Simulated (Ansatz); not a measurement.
# ZnS: the cost of one run

Program: Ansatz 0.2.0. Level of theory: DFT PBE, scalar-relativistic, plane waves, PAW. These are calculated values, not measurements.

## (1) The structure to begin with

It takes space group R3m (No. 160, trigonal). The conventional cell has a = 3.806 Å, b = 3.806 Å, c = 28.056 Å, α = 90.00°, β = 90.00°, γ = 120.00°. Zn (site symmetry 3m) is surrounded by 4 S at 2.33 to 2.34 Å. Around Zn (site symmetry 3m) lie 4 S at 2.33 Å. S (site symmetry 3m) has 4 Zn at 2.33 to 2.34 Å as nearest neighbours. Around S (site symmetry 3m) lie 4 Zn at 2.33 Å.

Coordinates:

```cif
data_structure
_symmetry_space_group_name_H-M 'R3m:H'
_symmetry_Int_Tables_number 160
_cell_length_a 3.8061
_cell_length_b 3.8061
_cell_length_c 28.0558
_cell_angle_alpha 90.000
_cell_angle_beta 90.000
_cell_angle_gamma 120.000
_cell_volume 351.98
loop_
_atom_site_label
_atom_site_type_symbol
_atom_site_symmetry_multiplicity
_atom_site_Wyckoff_symbol
_atom_site_fract_x
_atom_site_fract_y
_atom_site_fract_z
_atom_site_occupancy
Zn1 Zn 3 a 0.66667 0.33333 0.33330 1
Zn2 Zn 3 a 0.00000 0.00000 0.22227 1
Zn3 Zn 3 a 0.33333 0.66667 0.11128 1
S1 S 3 a 0.00000 0.00000 0.08327 1
S2 S 3 a 0.33333 0.66667 0.19451 1
S3 S 3 a 0.00000 0.00000 0.30536 1
```

The structure comes from the Materials Project (structure only).

(A quick probe on a coarse mesh, which set the mesh and smearing, is not shown.)

## (3) Relaxing cell and atoms

File input.yaml:

```yaml
crystal:
  lattice:
    - [1.9030712007, 1.09873867, 9.3519478348]
    - [-1.9030712007, 1.09873867, 9.3519478348]
    - [0.0, -2.19747734, 9.3519478348]
  atoms:
    - { symbol: Zn, position: [0.99997114, 0.99997114, 0.99997114] }
    - { symbol: Zn, position: [0.22226941, 0.22226941, 0.22226941] }
    - { symbol: Zn, position: [0.44461344, 0.44461344, 0.44461344] }
    - { symbol: S, position: [0.08326717, 0.08326717, 0.08326717] }
    - { symbol: S, position: [0.5278423, 0.5278423, 0.5278423] }
    - { symbol: S, position: [0.30536254, 0.30536254, 0.30536254] }
basis:
  ecutwfc: 420
kpoints:
  mp_grid: { grid: [12, 12, 12] }
hamiltonian:
  xc: pbe
scf:
  occupations: { method: gaussian, width: 0.02 }
output:
  forces: true
  stress: true
  eigenvalues: true
relax:
  adjacent_minimum: "off"
  f_tol: 0.005
  max_steps: 80
  cell: { stress_tol: 0.05 }
```

Command:

```
> ansatz run input.yaml --threads 4 --pin off --max-ram 6144MiB --backend cpu --events-out ev --progress --plain --runs-dir out
```

**Question.** How long does this run take on 4 threads of Arm Neoverse V1, shared host, and how much memory does it need?

About 1.7 min, with a peak of 0.85 GiB.
